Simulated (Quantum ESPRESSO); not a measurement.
# Pb (Fm-3m) in Quantum ESPRESSO: a series of runs

The runs below take Pb through single point, equation of state, with rev-vdW-DF2.

Everything below comes from runs of Quantum ESPRESSO 7.5. Logs are shortened: lines on timing, memory, paths and dates and some standing lists are left out, and cuts for length are marked.

## Step 1: The structure

The structure is cubic, space group Fm-3m (No. 225). The conventional cell has a = 4.950 Å, b = 4.950 Å, c = 4.950 Å, α = 90.00°, β = 90.00°, γ = 90.00°. Pb (site symmetry m-3m) has 12 Pb at 3.50 Å as nearest neighbours.

## Step 2: Single point, rev-vdW-DF2, 28.50 Å³/atom

Input file pw.in:

```
&CONTROL
  calculation = 'scf'
  prefix = 'pwscf'
  outdir = './tmp'
  pseudo_dir = './pseudo'
  tprnfor = .true.
  tstress = .true.
  disk_io = 'nowf'
/
&SYSTEM
  ibrav = 0
  nat = 1
  ntyp = 1
  ecutwfc = 56
  nbnd = 13
  input_dft = 'vdw-df2-b86r'
  occupations = 'smearing'
  smearing = 'fd'
  degauss = 0.00367493
/
&ELECTRONS
  conv_thr = 2d-10
  electron_maxstep = 120
  mixing_beta = 0.5
/
ATOMIC_SPECIES
Pb   207.2000 Pb.upf
CELL_PARAMETERS angstrom
   0.0000000000    2.4244952108    2.4244952108
   2.4244952108    0.0000000000    2.4244952108
   2.4244952108    2.4244952108    0.0000000000
ATOMIC_POSITIONS crystal
Pb     0.0000000000    0.0000000000    0.0000000000
K_POINTS automatic
9 9 9 0 0 0
```

Potentials or basis: PseudoDojo 0.4.1 SR PBE standard.

Command:

```
$ OMP_NUM_THREADS=1 pw.x -in pw.in > pw.out
```

pw.out:

```text
This program is part of the open-source Quantum ESPRESSO suite
     for quantum simulation of materials; please cite
         "P. Giannozzi et al., J. Phys.:Condens. Matter 21 395502 (2009);
         "P. Giannozzi et al., J. Phys.:Condens. Matter 29 465901 (2017);
         "P. Giannozzi et al., J. Chem. Phys. 152 154105 (2020);
     in publications or presentations arising from this work. More details at

     IMPORTANT: XC functional enforced from input :
     Exchange-correlation= VDW-DF2-B86R
                           (   1   4  26   0   2   0   0)
     Any further DFT definition will be discarded
     Please, verify this is what you really want

     Message from routine setup:
     using ibrav=0 with symmetry is DISCOURAGED, use correct ibrav instead

     G-vector sticks info
     --------------------
     sticks:   dense  smooth     PW     G-vecs:    dense   smooth      PW
     Sum         649     649    199                10969    10969    1917

     Using Slab Decomposition

     bravais-lattice index     =            0
     lattice parameter (alat)  =       6.4794  a.u.
     unit-cell volume          =     192.3493 (a.u.)^3
     number of atoms/cell      =            1
     number of atomic types    =            1
     number of electrons       =        14.00
     number of Kohn-Sham states=           13
     kinetic-energy cutoff     =      56.0000  Ry
     charge density cutoff     =     224.0000  Ry
     scf convergence threshold =      2.0E-10
     mixing beta               =       0.5000
     number of iterations used =            8  plain     mixing
     Exchange-correlation= VDW-DF2-B86R
                           (   1   4  26   0   2   0   0)

     celldm(1)=   6.479406  celldm(2)=   0.000000  celldm(3)=   0.000000
     celldm(4)=   0.000000  celldm(5)=   0.000000  celldm(6)=   0.000000

     crystal axes: (cart. coord. in units of alat)
               a(1) = (   0.000000   0.707107   0.707107 )
               a(2) = (   0.707107   0.000000   0.707107 )
               a(3) = (   0.707107   0.707107   0.000000 )

     reciprocal axes: (cart. coord. in units 2 pi/alat)
               b(1) = ( -0.707107  0.707107  0.707107 )
               b(2) = (  0.707107 -0.707107  0.707107 )
               b(3) = (  0.707107  0.707107 -0.707107 )

     PseudoPot. # 1 for Pb read from file:
     Pb.upf
     Pseudo is Norm-conserving + core correction, Zval = 14.0
     Generated using ONCVPSP code by D. R. Hamann
     Using radial grid of 1678 points,  6 beta functions with:
                l(1) =   0
                l(2) =   0
                l(3) =   1
                l(4) =   1
                l(5) =   2
                l(6) =   2

[... 45 lines left out ...]
        k(   34) = (  -0.0000000  -0.4714045   0.6285394), wk =   0.0658436
        k(   35) = (  -0.0785674  -0.3928371   0.7071068), wk =   0.0658436

     Dense  grid:    10969 G-vectors     FFT dimensions: (  32,  32,  32)

     Initial potential from superposition of free atoms

     starting charge      13.9979, renormalised to      14.0000

     %%%%%%%%%%%%%%%%%%%%%%%%%%%%%%%%%%%%%%%%%%%%%%%%%%%%%%%%%%%%%%%%%%%%%%%%
     %                                                                      %
     % You are using vdW-DF, which was implemented by the Thonhauser group. %
     % Please cite the following two papers that made this development      %
     % possible and the two reviews that describe the various versions:     %
     %                                                                      %
     %   T. Thonhauser et al., PRL 115, 136402 (2015).                      %
     %   T. Thonhauser et al., PRB 76, 125112 (2007).                       %
     %   K. Berland et al., Rep. Prog. Phys. 78, 066501 (2015).             %
     %   D.C. Langreth et al., J. Phys.: Condens. Matter 21, 084203 (2009). %
     %                                                                      %
     % If you are calculating stress with vdW-DF, please also cite:         %
     %                                                                      %
     %   R. Sabatini et al., J. Phys.: Condens. Matter 24, 424209 (2012).   %
     %                                                                      %
     %%%%%%%%%%%%%%%%%%%%%%%%%%%%%%%%%%%%%%%%%%%%%%%%%%%%%%%%%%%%%%%%%%%%%%%%

     %%%%%%%%%%%%%%%%%%%%%%%%%%%%%%%%%%%%%%%%%%%%%%%%%%%%%%%%%%%%%%%%%%%%%%%%
     %                                                                      %
     %  vdW-DF NEWS:                                                        %
     %                                                                      %
     %  * vdW-DF3 is now available. DOI: 10.1021/acs.jctc.0c00471           %
     %    use with input_dft = 'vdW-DF3-opt1' or 'vdW-DF3-opt2'             %
     %                                                                      %
     %  * Unscreened and range-separated hybrid vdW-DF-cx functionals       %
     %    DOI: 10.1063/1.4986522 and 10.1088/1361-648X/ac2ad2               %
     %    use with input_dft = 'vdW-DF-cx0'    and 'vdW-DF-ahcx'            %
     %  * Unscreened and range-separated hybrid vdW-DF2-b86r functionals    %
     %    DOI: 10.1063/1.4986522 and DOI: 10.1103/PhysRevX.12.041003        %
     %    use with input_dft = 'vdW-DF2-br0' and 'vdW-DF2-ahbr'             %
     %                                                                      %
     %%%%%%%%%%%%%%%%%%%%%%%%%%%%%%%%%%%%%%%%%%%%%%%%%%%%%%%%%%%%%%%%%%%%%%%%

     Starting wfcs are    9 randomized atomic wfcs +    4 random wfcs

     Self-consistent Calculation

     iteration #  1     ecut=    56.00 Ry     beta= 0.50
     Davidson diagonalization with overlap
     ethr =  1.00E-02,  avg # of iterations =  5.1

     Threshold (ethr) on eigenvalues was too large:
     Diagonalizing with lowered threshold

     Davidson diagonalization with overlap
     ethr =  2.50E-05,  avg # of iterations =  6.5

     total energy              =    -140.80682042 Ry
     estimated scf accuracy    <       0.00379652 Ry
[... 43 lines left out ...]
     iteration #  8     ecut=    56.00 Ry     beta= 0.50
     Davidson diagonalization with overlap
     ethr =  2.11E-12,  avg # of iterations =  2.0

     End of self-consistent calculation

          k = 0.0000 0.0000 0.0000 (  1363 PWs)   bands (ev):

    -4.8415  -4.8415  -4.8415  -4.6712  -4.6712   0.0457  20.0888  20.0888
    20.0888  22.5735  24.5355  25.3111  25.3111

          k = 0.0786 0.0786-0.0786 (  1372 PWs)   bands (ev):
[... 166 lines left out ...]
    -4.8368  -4.8193  -4.7217  -4.6096  -4.4829   5.4195  10.3412  11.3254
    13.0736  23.0883  24.2215  25.2937  27.4052

     the Fermi energy is    12.1055 ev

!    total energy              =    -140.80744971 Ry
     estimated scf accuracy    <          4.8E-11 Ry
     smearing contrib. (-TS)   =      -0.00023065 Ry
     internal energy E=F+TS    =    -140.80721906 Ry

     The total energy is F=E-TS. E is the sum of the following terms:
     one-electron contribution =     -26.78712593 Ry
     hartree contribution      =      24.09527715 Ry
     xc contribution           =     -40.04627839 Ry
     ewald contribution        =     -98.06909190 Ry

     convergence has been achieved in   8 iterations

     Forces acting on atoms (cartesian axes, Ry/au):

     atom    1 type  1   force =     0.00000000    0.00000000    0.00000000

     Total force =     0.000000     Total SCF correction =     0.000000

     Computing stress (Cartesian axis) and pressure

          total   stress  (Ry/bohr**3)                   (kbar)     P=       47.63
   0.00032379  -0.00000000   0.00000000           47.63       -0.00        0.00
   0.00000000   0.00032379   0.00000000            0.00       47.63        0.00
  -0.00000000   0.00000000   0.00032379           -0.00        0.00       47.63

=------------------------------------------------------------------------------=
   JOB DONE.
=------------------------------------------------------------------------------=
```

It took 66 s on 1 thread of Arm Neoverse V1, shared host; peak memory 0.06 GiB.

What came out:

* Free energy: -1915.7830 eV
* Pressure: 4.8 GPa
* Band gap on the k mesh: none (metal or under the smearing width)

Caveat: the potentials were made for another functional, which shifts forces and pressure.

## Step 3: Single point, rev-vdW-DF2, 29.11 Å³/atom

Edit pw.in of step 2 so:

```diff
@@ -28,5 +28,5 @@
 CELL_PARAMETERS angstrom
-   0.0000000000    2.4244952108    2.4244952108
-   2.4244952108    0.0000000000    2.4244952108
-   2.4244952108    2.4244952108    0.0000000000
+   0.0000000000    2.4415696833    2.4415696833
+   2.4415696833    0.0000000000    2.4415696833
+   2.4415696833    2.4415696833    0.0000000000
 ATOMIC_POSITIONS crystal
```

Potentials or basis: PseudoDojo 0.4.1 SR PBE standard.

Command:

```
$ OMP_NUM_THREADS=1 pw.x -in pw.in > pw.out
```

It took 66 s on 1 thread of Arm Neoverse V1, shared host; peak memory 0.06 GiB.

It converged, with:

| Property | Result |
| --- | --- |
| Free energy | -1915.7984 eV |
| Pressure | 3.4 GPa |
| Band gap on the k mesh | none (metal or under the smearing width) |

Caveat: the potentials were made for another functional, which shifts forces and pressure.

## Step 4: Single point, rev-vdW-DF2, 29.72 Å³/atom

Edit pw.in of step 3 so:

```diff
@@ -28,5 +28,5 @@
 CELL_PARAMETERS angstrom
-   0.0000000000    2.4415696833    2.4415696833
-   2.4415696833    0.0000000000    2.4415696833
-   2.4415696833    2.4415696833    0.0000000000
+   0.0000000000    2.4584086270    2.4584086270
+   2.4584086270    0.0000000000    2.4584086270
+   2.4584086270    2.4584086270    0.0000000000
 ATOMIC_POSITIONS crystal
```

Command:

```
$ OMP_NUM_THREADS=1 pw.x -in pw.in > pw.out
```

Wall time 66 s (1 thread of Arm Neoverse V1, shared host); peak memory 0.06 GiB.

It converged, with:

* Free energy: -1915.8091 eV
* Pressure: 2.2 GPa
* Band gap on the k mesh: none (metal or under the smearing width)

Caveat: the potentials were made for another functional, which shifts forces and pressure.

## Step 5: Single point, rev-vdW-DF2, 30.32 Å³/atom

Edit pw.in of step 4 so:

```diff
@@ -28,5 +28,5 @@
 CELL_PARAMETERS angstrom
-   0.0000000000    2.4584086270    2.4584086270
-   2.4584086270    0.0000000000    2.4584086270
-   2.4584086270    2.4584086270    0.0000000000
+   0.0000000000    2.4750200000    2.4750200000
+   2.4750200000    0.0000000000    2.4750200000
+   2.4750200000    2.4750200000    0.0000000000
 ATOMIC_POSITIONS crystal
```

Command:

```
$ OMP_NUM_THREADS=1 pw.x -in pw.in > pw.out
```

Run time: 66 s. Hardware: 1 thread of Arm Neoverse V1, shared host; peak memory 0.07 GiB.

The run converged. Its results:

```yaml
Free_energy: -1915.8156 eV
Pressure: 1.2 GPa
Band_gap_on_the_k_mesh: none (metal or under the smearing width)
```

Caveat: the potentials were made for another functional, which shifts forces and pressure.

## Step 6: Single point, rev-vdW-DF2, 30.93 Å³/atom

Edit pw.in of step 5 so:

```diff
@@ -28,5 +28,5 @@
 CELL_PARAMETERS angstrom
-   0.0000000000    2.4750200000    2.4750200000
-   2.4750200000    0.0000000000    2.4750200000
-   2.4750200000    2.4750200000    0.0000000000
+   0.0000000000    2.4914113386    2.4914113386
+   2.4914113386    0.0000000000    2.4914113386
+   2.4914113386    2.4914113386    0.0000000000
 ATOMIC_POSITIONS crystal
```

Potentials or basis: PseudoDojo 0.4.1 SR PBE standard.

Command:

```
$ OMP_NUM_THREADS=1 pw.x -in pw.in > pw.out
```

It took 65 s on 1 thread of Arm Neoverse V1, shared host; peak memory 0.07 GiB.

It converged, with:

* Free energy: -1915.8184 eV
* Pressure: 0.3 GPa
* Band gap on the k mesh: none (metal or under the smearing width)

Caveat: the potentials were made for another functional, which shifts forces and pressure.

## Step 7: Single point, rev-vdW-DF2, 31.54 Å³/atom

Edit pw.in of step 6 so:

```diff
@@ -28,5 +28,5 @@
 CELL_PARAMETERS angstrom
-   0.0000000000    2.4914113386    2.4914113386
-   2.4914113386    0.0000000000    2.4914113386
-   2.4914113386    2.4914113386    0.0000000000
+   0.0000000000    2.5075897876    2.5075897876
+   2.5075897876    0.0000000000    2.5075897876
+   2.5075897876    2.5075897876    0.0000000000
 ATOMIC_POSITIONS crystal
```

Command:

```
$ OMP_NUM_THREADS=1 pw.x -in pw.in > pw.out
```

Wall time 65 s (1 thread of Arm Neoverse V1, shared host); peak memory 0.07 GiB.

It converged, with:

* Free energy: -1915.8179 eV
* Pressure: -0.5 GPa
* Band gap on the k mesh: none (metal or under the smearing width)

Caveat: the potentials were made for another functional, which shifts forces and pressure.

## Step 8: Single point, rev-vdW-DF2, 32.14 Å³/atom

Edit pw.in of step 7 so:

```diff
@@ -28,5 +28,5 @@
 CELL_PARAMETERS angstrom
-   0.0000000000    2.5075897876    2.5075897876
-   2.5075897876    0.0000000000    2.5075897876
-   2.5075897876    2.5075897876    0.0000000000
+   0.0000000000    2.5235621278    2.5235621278
+   2.5235621278    0.0000000000    2.5235621278
+   2.5235621278    2.5235621278    0.0000000000
 ATOMIC_POSITIONS crystal
```

Command:

```
$ OMP_NUM_THREADS=1 pw.x -in pw.in > pw.out
```

It took 70 s on 1 thread of Arm Neoverse V1, shared host; peak memory 0.08 GiB.

The run converged. Its results:

| Property | Result |
| --- | --- |
| Free energy | -1915.8144 eV |
| Pressure | -1.3 GPa |
| Band gap on the k mesh | none (metal or under the smearing width) |

Caveat: the potentials were made for another functional, which shifts forces and pressure.

## Step 9: Equation of state, rev-vdW-DF2

Potentials or basis: PseudoDojo 0.4.1 SR PBE standard.

This step only gathers the single runs of the series.

What came out:

```
Equilibrium volume                      : 31.13 Å³/atom
Bulk modulus                            : 43 GPa
Pressure derivative of the bulk modulus : 5.4
```

Energy against volume, from the lowest point:
| volume (Å³/atom) | energy (meV/atom) |
| --- | --- |
| 28.503 | 35.42 |
| 29.110 | 19.94 |
| 29.716 | 9.25 |
| 30.323 | 2.77 |
| 30.929 | 0.00 |
| 31.535 | 0.50 |
| 32.142 | 3.95 |

Caveat: the potentials were made for another functional, which shifts forces and pressure. The run has no spin-orbit coupling, so splittings on Pb are missing.
